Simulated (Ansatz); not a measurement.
# TiAl3: the cost of one run

Method: DFT PBEsol, scalar-relativistic, plane waves, PAW, in Ansatz 0.2.0.

1 further run of the same task is left out (set aside as unsound or not needed). Runs told in other sessions of the task aren't counted.

### Step 1. The starting structure

Symmetry: I4/mmm, No. 139, tetragonal system. Conventional cell: a = 3.815 Å, b = 3.815 Å, c = 8.553 Å, α = 90.00°, β = 90.00°, γ = 90.00°. Ti (site symmetry 4/mmm) is surrounded by 12 Al at 2.70 to 2.87 Å. Around Al (site symmetry 4/mmm) lie 4 Ti at 2.70 Å and 8 Al at 2.87 Å. Al (site symmetry -4m2) is surrounded by 8 Al at 2.70 to 2.87 Å and 4 Ti at 2.87 Å.

Structure file:

```
CELL_PARAMETERS angstrom
-1.90757 1.90757 4.27657
1.90757 -1.90757 4.27657
1.90757 1.90757 -4.27657
ATOMIC_POSITIONS crystal
Ti 0.00000 0.00000 0.00000
Al 0.50000 0.50000 0.00000
Al 0.75000 0.25000 0.50000
Al 0.25000 0.75000 0.50000
```

It goes back to an entry of the Materials Project, which need not be the stable form.

This cell was relaxed beforehand with the same method: volume 15.56 Å³/atom, gap on the mesh none (metal).

### Step 2. Plan of the line

The energy is mapped over a normal mode and a strain (zone-centre modes of the cell shown) (x along [1 0 0], y along [0 1 0], z along [0 0 1] of the conventional cell).

The axes are (1) amplitude of mode 9 (343 cm⁻¹), largest displacement in the unstrained cell: 7 values from −0.113 Å; (2) strain +e along z and -e/2 along x and y: 7 values from −7.00 %.

Nothing else is relaxed (the pattern is fixed in fractional coordinates). Energies count from the relaxed high-symmetry cell. Points are written as (first, second).

The modes come from a phonon run on the reference cell, made beforehand.

The patterns, per unit of each coordinate (Å):

```tsv
atom	x1	y1	z1
Ti1	0.000	0.000	0.000
Al2	0.000	0.000	0.000
Al3	1.000	0.000	0.000
Al4	-1.000	0.000	0.000
```

### Step 3. The run at (−0.075 Å, −7.00 %)

File input.yaml:

```yaml
crystal:
  lattice:
    - [-1.9743358609, 1.9743358609, 3.9772072446]
    - [1.9743358609, -1.9743358609, 3.9772072446]
    - [1.9743358609, 1.9743358609, -3.9772072446]
  atoms:
    - { symbol: Ti, position: [0.0, 0.0, 0.0] }
    - { symbol: Al, position: [0.5, 0.5, 0.0] }
    - { symbol: Al, position: [0.75, 0.2302628566, 0.4802628566] }
    - { symbol: Al, position: [0.25, 0.7697371434, 0.5197371434] }
basis:
  ecutwfc: 520.0
kpoints:
  mp_grid: { grid: [14, 14, 14] }
hamiltonian:
  xc: pbesol
  pseudopotentials: { kind: paw, azcp: { folder: soft_1 } }
scf:
  occupations: { method: gaussian, width: 0.15 }
output:
  forces: true
  stress: true
  eigenvalues: true
```

Launch:

```console
$ ansatz run input.yaml --threads 2 --pin off --max-ram 4096MiB --backend cpu --events-out ev --progress --plain --runs-dir out
```

**Question.** How long does this run take on 2 threads of Arm Neoverse N1, shared host, and how much memory does it need?

About 50 s, with a peak of 0.99 GiB.
